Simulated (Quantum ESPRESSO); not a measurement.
# Ti (P6_3/mmc) in Quantum ESPRESSO: single point with PBEsol

Aim: the single point of Ti with PBEsol.

All numbers are computed with Quantum ESPRESSO 7.5; they aren't measurements. Logs are shortened: lines on timing, memory, paths and dates and some standing lists are left out, and cuts for length are marked.

**1. Starting point**

The structure is hexagonal, space group P6_3/mmc (No. 194). Conventional cell: a = 2.950 Å, b = 2.950 Å, c = 4.680 Å, α = 90.00°, β = 90.00°, γ = 120.00°. Around Ti (site symmetry -6m2) lie 12 Ti at 2.89 to 2.95 Å.

**2. Single point, PBEsol**

Input file run.py:

```python
import numpy as np
from ase.calculators.espresso import Espresso, EspressoProfile
from ase.io import read

atoms = read('Ti.cif')

input_data = {
    'control': {'calculation': 'scf', 'prefix': 'pwscf', 'outdir': './tmp', 'tprnfor': True, 'tstress': True, 'disk_io': 'nowf'},
    'system': {'ecutwfc': 45.0, 'ecutrho': 360.0, 'nbnd': 19, 'occupations': 'smearing', 'smearing': 'fd', 'degauss': 0.00367493},
    'electrons': {'conv_thr': 4e-10, 'electron_maxstep': 120, 'mixing_beta': 0.5},
}
pseudopotentials = {'Ti': 'ti_pbesol_v1.4.uspp.F.UPF'}
profile = EspressoProfile(command='mpirun -n 2 pw.x -nk 2', pseudo_dir='pseudo')
dft = Espresso(profile=profile, input_data=input_data, pseudopotentials=pseudopotentials, kpts=(10, 10, 6), koffset=(0, 0, 0))
atoms.calc = dft

print(f'energy {atoms.get_potential_energy():.8f} eV')
print('forces (eV/A)')
print(np.round(atoms.get_forces(), 6))
print('stress (eV/A^3, Voigt)')
print(np.round(atoms.get_stress(), 8))
print(f'Fermi level {dft.get_fermi_level():.4f} eV')
```

Input file Ti.cif:

```cif
data_Ti
_cell_length_a 2.95000000
_cell_length_b 2.95000000
_cell_length_c 4.68000000
_cell_angle_alpha 90.00000000
_cell_angle_beta 90.00000000
_cell_angle_gamma 120.00000000
_space_group_name_H-M_alt 'P1'
_space_group_name_Hall 'P 1'
_space_group_IT_number 1
loop_
_space_group_symop_operation_xyz
'x,y,z'
loop_
_atom_site_label
_atom_site_type_symbol
_atom_site_symmetry_multiplicity
_atom_site_Wyckoff_symbol
_atom_site_fract_x
_atom_site_fract_y
_atom_site_fract_z
_atom_site_occupancy
Ti1 Ti 1 a 0.6666666667 0.3333333333 0.7500000000 1
Ti2 Ti 1 a 0.3333333333 0.6666666667 0.2500000000 1
```

Potentials or basis: GBRV 1.5 PBEsol.

Started as:

```console
OMP_NUM_THREADS=1 python run.py
```

Log:

```text
energy -3242.07979736 eV
forces (eV/A)
[[-0.  0.  0.]
 [ 0.  0.  0.]]
stress (eV/A^3, Voigt)
[0.03472105 0.03472105 0.03790614 0.         0.         0.        ]
Fermi level 13.0270 eV
```

espresso.pwi:

```text
&CONTROL
   calculation      = 'scf'
   tstress          = .true.
   tprnfor          = .true.
   outdir           = './tmp'
   prefix           = 'pwscf'
   disk_io          = 'nowf'
   pseudo_dir       = 'pseudo'
/
&SYSTEM
   nbnd             = 19
   ecutwfc          = 45.0
   ecutrho          = 360.0
   occupations      = 'smearing'
   degauss          = 0.00367493
   smearing         = 'fd'
   ntyp             = 1
   nat              = 2
   ibrav            = 0
/
&ELECTRONS
   electron_maxstep = 120
   conv_thr         = 4e-10
   mixing_beta      = 0.5
/
&IONS
/
&CELL
/
&FCP
/
&RISM
/
ATOMIC_SPECIES
Ti 47.867 ti_pbesol_v1.4.uspp.F.UPF

K_POINTS automatic
10 10 6  0 0 0

CELL_PARAMETERS angstrom
2.95000000000000 0.00000000000000 0.00000000000000
-1.47500000000000 2.55477494116409 0.00000000000000
0.00000000000000 0.00000000000000 4.68000000000000

ATOMIC_POSITIONS angstrom
Ti 1.4750000001 0.8515916470 3.5100000000  
Ti -0.0000000001 1.7031832942 1.1700000000
```

espresso.pwo:

```text
This program is part of the open-source Quantum ESPRESSO suite
     for quantum simulation of materials; please cite
         "P. Giannozzi et al., J. Phys.:Condens. Matter 21 395502 (2009);
         "P. Giannozzi et al., J. Phys.:Condens. Matter 29 465901 (2017);
         "P. Giannozzi et al., J. Chem. Phys. 152 154105 (2020);
     in publications or presentations arising from this work. More details at

Warning: card &CELL ignored
Warning: card &FCP ignored
Warning: card &RISM ignored

     Message from routine setup:
     using ibrav=0 with symmetry is DISCOURAGED, use correct ibrav instead

     K-points division:     npool     =       2
     Subspace diagonalization in iterative solution of the eigenvalue problem:
     a serial algorithm will be used

     G-vector sticks info
     --------------------
     sticks:   dense  smooth     PW     G-vecs:    dense   smooth      PW
     Sum         769     379    121                27449     9715    1713

     Using Slab Decomposition

     bravais-lattice index     =            0
     lattice parameter (alat)  =       5.5747  a.u.
     unit-cell volume          =     238.0220 (a.u.)^3
     number of atoms/cell      =            2
     number of atomic types    =            1
     number of electrons       =        24.00
     number of Kohn-Sham states=           19
     kinetic-energy cutoff     =      45.0000  Ry
     charge density cutoff     =     360.0000  Ry
     scf convergence threshold =      4.0E-10
     mixing beta               =       0.5000
     number of iterations used =            8  plain     mixing
     Exchange-correlation= SLA  PW   PSX  PSC
                           (   1   4  10   8   0   0   0)

     celldm(1)=   5.574692  celldm(2)=   0.000000  celldm(3)=   0.000000
     celldm(4)=   0.000000  celldm(5)=   0.000000  celldm(6)=   0.000000

     crystal axes: (cart. coord. in units of alat)
               a(1) = (   1.000000   0.000000   0.000000 )
               a(2) = (  -0.500000   0.866025   0.000000 )
               a(3) = (   0.000000   0.000000   1.586441 )

     reciprocal axes: (cart. coord. in units 2 pi/alat)
               b(1) = (  1.000000  0.577350 -0.000000 )
               b(2) = (  0.000000  1.154701  0.000000 )
               b(3) = (  0.000000 -0.000000  0.630342 )

     PseudoPot. # 1 for Ti read from file:
     ti_pbesol_v1.4.uspp.F.UPF
     Pseudo is Ultrasoft + core correction, Zval = 12.0
     Generated by new atomic code, or converted to UPF format
     Using radial grid of  851 points,  6 beta functions with:
                l(1) =   0
                l(2) =   0
                l(3) =   1
                l(4) =   1
                l(5) =   2
                l(6) =   2
     Q(r) pseudized with  6 coefficients,  rinner =    1.000   1.000   1.000
                                                       1.000   1.000

     atomic species   valence    mass     pseudopotential
     Ti               12.00    47.86700     Ti( 1.00)

     24 Sym. Ops., with inversion, found (12 have fractional translation)

   Cartesian axes

     site n.     atom                  positions (alat units)
         1        Ti     tau(   1) = (   0.5000000   0.2886751   1.1898305  )
         2        Ti     tau(   2) = (  -0.0000000   0.5773503   0.3966102  )

     number of k points=    56  Fermi-Dirac smearing, width (Ry)=  0.0037
                       cart. coord. in units 2pi/alat
        k(    1) = (   0.0000000   0.0000000   0.0000000), wk =   0.0033333
        k(    2) = (   0.0000000   0.0000000   0.1050570), wk =   0.0066667
        k(    3) = (   0.0000000   0.0000000   0.2101140), wk =   0.0066667
        k(    4) = (   0.0000000   0.0000000  -0.3151709), wk =   0.0033333
        k(    5) = (   0.0000000   0.1154701   0.0000000), wk =   0.0200000
        k(    6) = (   0.0000000   0.1154701   0.1050570), wk =   0.0400000
[... 48 lines left out ...]
        k(   55) = (   0.3000000   0.5196152   0.2101140), wk =   0.0400000
        k(   56) = (   0.3000000   0.5196152  -0.3151709), wk =   0.0200000

     Dense  grid:    27449 G-vectors     FFT dimensions: (  36,  36,  54)

     Smooth grid:     9715 G-vectors     FFT dimensions: (  24,  24,  40)

     Check: negative core charge=   -0.000016

     Initial potential from superposition of free atoms

     starting charge      21.9999, renormalised to      24.0000

     negative rho (up, down):  2.107E-03 0.000E+00
     Starting wfcs are   20 randomized atomic wfcs

     Self-consistent Calculation

     iteration #  1     ecut=    45.00 Ry     beta= 0.50
     Davidson diagonalization with overlap
     ethr =  1.00E-02,  avg # of iterations =  3.6

     negative rho (up, down):  2.254E-03 0.000E+00

     total energy              =    -237.97167762 Ry
     estimated scf accuracy    <       1.28762051 Ry

     iteration #  2     ecut=    45.00 Ry     beta= 0.50
     Davidson diagonalization with overlap
     ethr =  5.37E-03,  avg # of iterations =  2.7

     negative rho (up, down):  1.828E-03 0.000E+00

     total energy              =    -238.28314796 Ry
     estimated scf accuracy    <       0.01159939 Ry
[... 82 lines left out ...]
     iteration # 12     ecut=    45.00 Ry     beta= 0.50
     Davidson diagonalization with overlap
     ethr =  2.35E-11,  avg # of iterations =  2.0

     negative rho (up, down):  1.351E-03 0.000E+00

     total energy              =    -238.28849083 Ry
     estimated scf accuracy    <          4.7E-10 Ry

     iteration # 13     ecut=    45.00 Ry     beta= 0.50
     Davidson diagonalization with overlap
     ethr =  1.96E-12,  avg # of iterations =  3.8

     negative rho (up, down):  1.351E-03 0.000E+00

     End of self-consistent calculation

          k = 0.0000 0.0000 0.0000 (  1201 PWs)   bands (ev):

   -43.5838 -43.4522 -20.2727 -19.6475 -19.6475 -19.5871 -19.5501 -19.5501
     6.8748  10.3806  13.7559  13.8080  13.8080  13.9124  14.2965  14.2965
    14.6431  14.6431  16.1524

          k = 0.0000 0.0000 0.1051 (  1195 PWs)   bands (ev):

   -43.5751 -43.4612 -20.2284 -19.6410 -19.6410 -19.6348 -19.5566 -19.5566
     7.1048  10.2432  13.4127  13.7148  13.7148  13.7871  14.1771  14.1771
    14.8826  14.8826  16.1600

          k = 0.0000 0.0000 0.2101 (  1195 PWs)   bands (ev):

   -43.5512 -43.4854 -20.1064 -19.7638 -19.6232 -19.6232 -19.5745 -19.5745
     7.7581   9.6736  13.0272  13.4677  13.6394  13.6394  13.9269  13.9269
    15.3534  15.3534  16.0814
[... 91 lines left out ...]
          k = 0.0000 0.4619 0.2101 (  1215 PWs)   bands (ev):

   -43.4697 -43.4410 -20.1547 -20.0751 -19.8219 -19.7339 -19.7027 -19.6537
    10.2221  10.8396  11.9285  12.4027  13.7409  14.1305  14.1950  15.4267
    16.1747  16.2051  16.3981

          k = 0.0000 0.4619-0.3152 (  1202 PWs)   bands (ev):

   -43.4554 -43.4554 -20.1362 -20.1362 -19.7406 -19.7406 -19.6939 -19.6939
    10.4789  10.4789  12.2905  12.2905  13.9717  13.9717  14.7293  14.7293
    16.2851  16.2851  16.6098

          k = 0.0000-0.5774 0.0000 (  1216 PWs)   bands (ev):

   -43.4701 -43.4273 -20.1078 -19.9892 -19.9761 -19.7861 -19.7559 -19.6204
    10.7112  10.9157  11.2192  12.4077  13.5154  13.6419  14.1919  16.3508
    16.5620  16.5777  17.3516

          k = 0.0000-0.5774 0.1051 (  1212 PWs)   bands (ev):

   -43.4672 -43.4302 -20.1490 -20.0334 -19.9116 -19.7752 -19.7336 -19.6317
    10.4902  10.9344  11.6577  12.1265  13.6630  14.0634  14.0699  16.1981
    16.4280  16.5656  17.0665

          k = 0.0000-0.5774 0.2101 (  1212 PWs)   bands (ev):

   -43.4593 -43.4380 -20.1837 -20.1126 -19.8134 -19.7451 -19.7150 -19.6623
    10.3818  10.8075  11.9978  12.2223  13.9384  14.0902  14.5880  15.5217
    16.4407  16.5321  16.5574

          k = 0.0000-0.5774-0.3152 (  1224 PWs)   bands (ev):

   -43.4486 -43.4486 -20.1707 -20.1707 -19.7409 -19.7409 -19.7038 -19.7038
    10.5244  10.5244  12.2368  12.2368  14.3283  14.3283  14.7454  14.7454
    16.4859  16.4859  16.7827

          k = 0.1000 0.1732 0.0000 (  1200 PWs)   bands (ev):

   -43.5569 -43.4421 -20.2115 -19.7583 -19.7170 -19.6482 -19.6142 -19.5745
     7.6789  10.9722  12.7058  12.9696  13.9408  14.1027  14.4004  14.4524
    14.4534  14.8565  16.3104

          k = 0.1000 0.1732 0.1051 (  1206 PWs)   bands (ev):

   -43.5493 -43.4499 -20.1789 -19.7462 -19.7345 -19.6763 -19.6075 -19.5824
     7.8877  10.8698  12.4706  13.0163  13.8058  14.0023  14.1209  14.5383
    14.8235  14.9612  16.2765

          k = 0.1000 0.1732 0.2101 (  1203 PWs)   bands (ev):
[... 167 lines left out ...]
          k = 0.3000 0.5196 0.2101 (  1222 PWs)   bands (ev):

   -43.4453 -43.4371 -20.0807 -20.0654 -19.9419 -19.8434 -19.7194 -19.6912
    11.4761  11.5326  11.9542  12.2010  12.8800  13.0446  14.4339  15.2116
    16.0318  16.3456  18.7701

          k = 0.3000 0.5196-0.3152 (  1228 PWs)   bands (ev):

   -43.4412 -43.4412 -20.0969 -20.0969 -19.8945 -19.8945 -19.6788 -19.6788
    11.5282  11.5282  12.2443  12.2443  12.8107  12.8107  14.6684  14.6684
    16.2155  16.2155  19.1355

     the Fermi energy is    13.0270 ev

!    total energy              =    -238.28849083 Ry
     estimated scf accuracy    <          2.7E-10 Ry
     smearing contrib. (-TS)   =      -0.00146087 Ry
     internal energy E=F+TS    =    -238.28702996 Ry

     The total energy is F=E-TS. E is the sum of the following terms:
     one-electron contribution =     -82.26999322 Ry
     hartree contribution      =      48.75750271 Ry
     xc contribution           =     -35.69246146 Ry
     ewald contribution        =    -169.08207799 Ry

     convergence has been achieved in  13 iterations

     negative rho (up, down):  1.351E-03 0.000E+00

     Forces acting on atoms (cartesian axes, Ry/au):

     atom    1 type  1   force =    -0.00000000    0.00000000    0.00000000
     atom    2 type  1   force =     0.00000000    0.00000000    0.00000000

     Total force =     0.000000     Total SCF correction =     0.000000

     Computing stress (Cartesian axis) and pressure

     negative rho (up, down):  1.351E-03 0.000E+00
          total   stress  (Ry/bohr**3)                   (kbar)     P=      -57.33
  -0.00037816  -0.00000000  -0.00000000          -55.63       -0.00       -0.00
  -0.00000000  -0.00037816  -0.00000000           -0.00      -55.63       -0.00
  -0.00000000  -0.00000000  -0.00041285           -0.00       -0.00      -60.73

=------------------------------------------------------------------------------=
   JOB DONE.
=------------------------------------------------------------------------------=
```

Wall time 13 s (2 MPI ranks of Arm Neoverse V2, shared host); peak memory 0.2 GiB.

What came out:

```
Free energy            : -3242.0801 eV
Pressure               : -5.7 GPa
Band gap on the k mesh : none (metal or under the smearing width)
```

Stress tensor (GPa, compression positive):
```
-5.56  0.00  0.00
 0.00 -5.56  0.00
 0.00  0.00 -6.07
```

Levels at points of the mesh, in eV from the Fermi level:
```tsv
k point	band 10	band 11	band 12	band 13	band 14	band 15
(0.00, 0.00, 0.00)	-2.65	0.73	0.78	0.78	0.89	1.27
(0.00, 0.00, -0.50)	-4.32	0.09	0.09	0.69	0.69	0.69
(0.00, -0.50, 0.00)	-2.11	-1.81	-0.62	0.49	0.61	1.16
(0.00, -0.50, -0.50)	-2.50	-0.79	-0.79	1.30	1.30	1.72
```
